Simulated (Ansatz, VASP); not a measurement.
## Two plane-wave programs on SiC (Moissanite)

Contents of INCAR:

```
PREC = Accurate
ENCUT = 520
EDIFF = 1E-7
ISMEAR = -1
SIGMA = 0.05
LREAL = F
LASPH = T
NELM = 80
ALGO = Normal
ISIF = 2
LWAVE = F
LCHARG = F
GGA = PE
NBANDS = 16
```

The input KPOINTS:

```
regular mesh
0
Gamma
  10 10 5
```

File POSCAR:

```
SiC
1.0
    3.0553550827      0.0000000000      0.0000000000
   -1.5276775413      2.6460151191      0.0000000000
    0.0000000000      0.0000000000      5.0141197845
Si C
2 2
Direct
    0.6666666667      0.3333333333      0.5000000000
    0.3333333333      0.6666666667      0.0000000000
    0.6666666667      0.3333333333      0.8850000000
    0.3333333333      0.6666666667      0.3850000000
```

File input.yaml:

```yaml
crystal:
  lattice:
    - [3.0553550827, 0.0, 0.0]
    - [-1.5276775413, 2.6460151191, 0.0]
    - [0.0, 0.0, 5.0141197845]
  atoms:
    - { symbol: Si, position: [0.6666666667, 0.3333333333, 0.5] }
    - { symbol: Si, position: [0.3333333333, 0.6666666667, 0.0] }
    - { symbol: C, position: [0.6666666667, 0.3333333333, 0.885] }
    - { symbol: C, position: [0.3333333333, 0.6666666667, 0.385] }
hamiltonian:
  xc: pbe
  pseudopotentials: { kind: paw }
kpoints:
  mp_grid: { grid: [10, 10, 5] }
scf:
  occupations: { method: fermi_dirac, width: 0.05 }
output:
  forces: true
  stress: true
  eigenvalues: true
```

Change from the starting cell: volume scaled by 0.98.

Alike in both runs: task single point; functional PBE; k mesh 10 × 10 × 5; occupations fermi-dirac, width 0.05 eV; no spin polarisation.

|  | VASP | Ansatz |
| --- | --- | --- |
| version | VASP 6.6.1 | Ansatz 0.2.0 |
| potentials or method | VASP PAW PBE potentials, release 64 (Si, C) | Ansatz PAW |
| plane-wave cutoff (eV) | 520 | 420 |
| valence electrons in the cell | 16 | 16 |

Ansatz gave:

| Quantity | Value |
| --- | --- |
| gap on the k mesh at the Fermi level (eV) | 2.45 |
| least direct gap on the mesh (eV) | 4.12 |
| pressure (GPa) | 8.5 |
| largest component of the traceless stress (GPa) | 3.82 |
| rms of the force components (eV/Å) | 0.453 |

Task: Estimate VASP's values.

Result: gap on the k mesh at the Fermi level (eV): 2.45; least direct gap on the mesh (eV): 4.12; pressure (GPa): 8.4; largest component of the traceless stress (GPa): 3.80; rms of the force components (eV/Å): 0.453.

Atom by atom the forces differ by 0.000 eV/Å (rms over components).

Caveats: an odd mesh through Γ misses points on the zone boundary, where band edges often lie (VASP); odd divisions of the mesh miss points on the zone boundary, where band edges often lie, so the gap on the mesh can be too wide (Ansatz).
